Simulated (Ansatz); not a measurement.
Take a crystal in which Mg has been replaced by Be on all its sites, with the cell rescaled by a rough guess (in some cases also distorted within its space group) and nothing relaxed:

```
CELL_PARAMETERS angstrom
2.44208 0.00000 0.00000
-1.22104 2.11490 0.00000
0.00000 0.00000 2.43771
ATOMIC_POSITIONS crystal
Be 0.00000 0.00000 0.00000
```

Theory: Ansatz, DFT PBE, scalar-relativistic, plane waves, PAW.

Settings: cutoff 420 eV, Γ-centred mesh 21×21×18 on the computed 1-atom cell, Gaussian smearing of 0.10 eV; no spin polarisation.

Q: Will this cell want to expand or contract, and how hard?

A: The pressure is -17.6 GPa (positive in compression), so the cell would contract.

Q: Is it a metal on this mesh?

A: Yes, a band crosses the Fermi level.

This form isn't the element's structure at ambient conditions.